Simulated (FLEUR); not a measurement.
# Tl (Im-3m) in FLEUR: single point with PBE

Aim: the single point of Tl with PBE.

All numbers are computed with FLEUR MaX-R8.1 (later development tree); they aren't measurements. Logs are shortened: lines on timing, memory, paths and dates and some standing lists are left out, and cuts for length are marked.

## (1) The undisturbed crystal

The structure is cubic, space group Im-3m (No. 229). The conventional cell has a = 3.912 Å, b = 3.912 Å, c = 3.912 Å, α = 90.00°, β = 90.00°, γ = 90.00°. Around Tl (site symmetry m-3m) lie 8 Tl at 3.39 Å.

This isn't the form of Tl at room conditions, which is hcp.

## (2) Single point, PBE (cell strained at random at fixed volume)

inp.xml reads:

```xml
<?xml version="1.0" encoding="UTF-8" standalone="no"?>
<fleurInput fleurInputVersion="0.39">
   <comment>
      Tl                                                                                                  
   </comment>
   <calculationSetup>
      <cutoffs Kmax="3.8" Gmax="11.8" GmaxXC="11.8" numbands="0"/>
      <scfLoop itmax="60" minDistance="0.00001" maxIterBroyd="15" imix="Anderson" alpha="0.05" precondParam="0.0" spinf="2.0" sdNocoIR="T"/>
      <coreElectrons ctail="T" frcor="F" kcrel="0" coretail_lmax="0"/>
      <xcFunctional name="pbe" relativisticCorrections="F"/>
      <magnetism jspins="1"/>
      <soc l_soc="F" theta="0.0" phi="0.0" spav="F"/>
      <expertModes spex="0" secvar="F"/>
      <geometryOptimization l_f="T" forcealpha="1.0" forcemix="BFGS" epsdisp="0.0005" epsforce="0.0002"/>
      <ldaU l_linMix="F" mixParam="0.05" spinf="1.0"/>
   </calculationSetup>
   <cell>
      <bzIntegration valenceElectrons="19.0" mode="hist" fermiSmearingEnergy="0.00183747">
         <kPointListSelection listName="default-1"/>
         <!-- k-points included here -->
         <xi:include xmlns:xi="http://www.w3.org/2001/XInclude" href="kpts.xml"> </xi:include>
      </bzIntegration>
      <!-- symmetry operations included here -->
      <xi:include xmlns:xi="http://www.w3.org/2001/XInclude" href="sym.xml"> </xi:include>
      <bulkLattice scale="1.0">
         <bravaisMatrix>
            <row-1>   -3.6016346900535132     3.6485093465742167     3.6887359465885767</row-1>
            <row-2>    3.6198799957865266    -3.6284404551309648     3.6869123608783378</row-2>
            <row-3>    3.7551711582250142     3.7819769233024649    -3.6686670551453249</row-3>
         </bravaisMatrix>
      </bulkLattice>
   </cell>
   <atomSpecies>
      <species name="Thallium (Tl)" element="Tl" atomicNumber="81">
         <mtSphere radius="2.66" gridPoints="879" logIncrement="0.015"/>
         <atomicCutoffs lmax="11" lnonsphr="8"/>
         <electronConfig flipSpins="F">
            <coreConfig>(1s1/2) (2s1/2) (2p1/2) (2p3/2) (3s1/2) (3p1/2) (3p3/2) (4s1/2) (3d3/2) (3d5/2) (4p1/2) (4p3/2) (4d3/2) (4d5/2) (4f5/2) (4f7/2) (5s1/2)</coreConfig>
            <valenceConfig>(5p1/2) (5p3/2) (6s1/2) (5d3/2) (5d5/2) (6p1/2) (6p3/2)</valenceConfig>
            <stateOccupation state="(6p1/2)" spinUp="0.166667" spinDown="0.166667"/>
            <stateOccupation state="(6p3/2)" spinUp="0.333333" spinDown="0.333333"/>
         </electronConfig>
         <energyParameters s="6" p="6" d="5" f="5"/>
         <lo type="SCLO" l="1" n="5" eDeriv="0"/>
         <lo type="SCLO" l="1" n="5" eDeriv="1"/>
         <lo type="SCLO" l="0" n="6" eDeriv="2"/>
         <lo type="SCLO" l="2" n="5" eDeriv="2"/>
         <lo type="SCLO" l="3" n="5" eDeriv="2"/>
      </species>
   </atomSpecies>
   <atomGroups>
      <atomGroup species="Thallium (Tl)">
         <relPos label="                   1">.0000000000 .0000000000 .0000000000</relPos>
         <force calculate="T" relaxXYZ="TTT"/>
      </atomGroup>
   </atomGroups>
   <output dos="F" band="F" slice="F">
      <checks vchk="F" cdinf="F"/>
      <bandDOS minEnergy="-.5*Htr" maxEnergy="0.5*Htr" sigma="0.015" storeEVData="T"/>
      <vacuumDOS vacdos="F" integ="F" star="F" nstars="0" locx1="0.0" locy1="0.0" locx2="0.0" locy2="0.0" nstm="0" tworkf="0.0"/>
      <unfoldingBand unfoldBand="F" supercellX="1" supercellY="1" supercellZ="1"/>
      <plotting iplot="0" polar="F">
         <plot TwoD="T" vec1="  1.0  0.0  0.0" vec2="  0.0  1.0  0.0" vec3="  0.0  0.0  1.0" zero="  0.0  0.0  0.0" file="plot"/>
      </plotting>
      <chargeDensitySlicing numkpt="0" minEigenval="0.0" maxEigenval="0.0" nnne="0" pallst="F"/>
      <specialOutput eonly="F"/>
      <moessbauerParams electricFieldGradient="T" isomerShift="T" coreHyperfine="T" valenceHyperfine="T"/>
      <magneticCircularDichroism mcd="F" energyLo="-10.0" energyUp="0.0"/>
   </output>
  <!-- We include the file relax.xml here to enable relaxations (see documentation) -->
  <xi:include xmlns:xi="http://www.w3.org/2001/XInclude" href="relax.xml"> <xi:fallback/> </xi:include>
</fleurInput>
```

crystal.txt reads:

```
Tl
&input cartesian=F /
-1.9059030000  1.9307080000  1.9519950000
1.9155580000  -1.9200880000  1.9510300000
1.9871510000  2.0013360000  -1.9413750000
1.8897261246
1.0 1.0 1.0

1
81 -0.0137550000  0.0046210000  0.0043480000

&kpt div1=10 div2=10 div3=10 gamma=T /
```

Potentials or basis: all-electron, FLAPW.

The run is started by

```console
$ inpgen -f crystal.txt -profile fastHighL
$ # inp.xml edited to the form shown
$ fleur_MPI
```

The program printed:

```text
Welcome to FLEUR        (www.flapw.de)
      MaX-Release 8.1          (www.max-centre.eu)

 ========== k-point set info ==========
 Selected k-point list: default-1
 k-point list type: mesh
 10 x 10 x 10
 Number of k points: 504

 ------------Calculation Setup---------------------------
 Number of MPI-tasks      :            1
 Number of PE/node        :            1
 Number of OMP-threads    :            1
 Most efficient MPI parallelization for:
           1           2           3           4           6           7           8           9          12          14          18          21          24          28          36          42          56          63          72          84         126         168         252         504
 Additional eigenvalue parallelization possible
 Number of basis functions:          233
 Approximate size of matrices (H+S) per k-point:         0.001 GB
 --------------------------------------------------------
 Iteration:     1   Distance:      10.02001348 me/bohr^3
 Iteration:     2   Distance:       9.40902800 me/bohr^3
 Iteration:     3   Distance:       3.36133651 me/bohr^3
 Iteration:     4   Distance:       0.28391720 me/bohr^3
 Iteration:     5   Distance:       0.30060373 me/bohr^3
 Iteration:     6   Distance:       0.05020773 me/bohr^3
 Iteration:     7   Distance:       0.00578668 me/bohr^3
 Iteration:     8   Distance:       0.00326699 me/bohr^3
 Iteration:     9   Distance:       0.00041865 me/bohr^3
 Iteration:    10   Distance:       0.00010429 me/bohr^3
 Iteration:    11   Distance:       0.00004044 me/bohr^3
 Iteration:    12   Distance:       0.00000235 me/bohr^3

 ********************************************************************
 Run finished successfully
 Stop message:
   Structural relaxation: Done
 ********************************************************************
```

Wall time 6 min (1 thread of Arm Neoverse V1, shared host); peak memory 0.1 GiB.

Results:

| Quantity | Value |
| --- | --- |
| Free energy | -552080.2175 eV |
| Band gap on the k mesh | none (metal or under the smearing width) |
| Valence electrons inside the program's atomic spheres | Tl 17.28 (radii Tl 2.66 bohr) |

Core levels (eV from the Fermi level):
```tsv
atom	levels
1 Tl	1s1/2 -85487.8, 2s1/2 -15204.8, 2p1/2 -14592.5, 2p3/2 -12526.4, 3s1/2 -3626.0, 3p1/2 -3350.5, 3p3/2 -2891.1, 4s1/2 -806.4, 3d3/2 -2437.7, 3d5/2 -2339.6, 4p1/2 -687.8, 4p3/2 -576.1, 4d3/2 -382.8, 4d5/2 -362.0, 4f5/2 -112.5, 4f7/2 -107.9, 5s1/2 -126.7
```
